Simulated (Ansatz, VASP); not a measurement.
B in VASP and in Ansatz

```xyz
2
Lattice="0.0000 2.0104 2.0104 2.0104 0.0000 2.0104 2.0104 2.0104 0.0000" Properties=species:S:1:pos:R:3 pbc="T T T"
B    -0.4423   -0.5629   -0.5629
B     0.4423    0.5629    0.5629
```

Change from the starting cell: shortest bond scaled by 0.88, PAW files.

Alike in both runs: task electric field gradients; functional LDA; k mesh 13 × 13 × 13; occupations fermi-dirac, width 0.05 eV; no spin polarisation.

```csv
,VASP,Ansatz
version,VASP 6.6.1,Ansatz 0.2.0
potentials or method,"VASP PAW LDA potentials, release 64 (B)","PAW with Ansatz's default frozen-core files, scalar-relativistic"
plane-wave cutoff (eV),520,420
valence electrons in the cell,6,6
```

```csv
,VASP,Ansatz,Ansatz less VASP
pressure (GPa),5.4,5.3,-0.18
largest component of the traceless stress (GPa),20.47,20.45,-0.025
rms of the force components (eV/Å),1.827,1.829,+0.0016
Vzz of the field gradient on the site that differs most (V/Å²),-21.1,-18.4,+2.72
```

Atom by atom the forces differ by 0.002 eV/Å (rms over components).

Caveats: forces of over 1 eV/Å show positions far from the minimum, so gaps and moduli don't describe the material at rest.
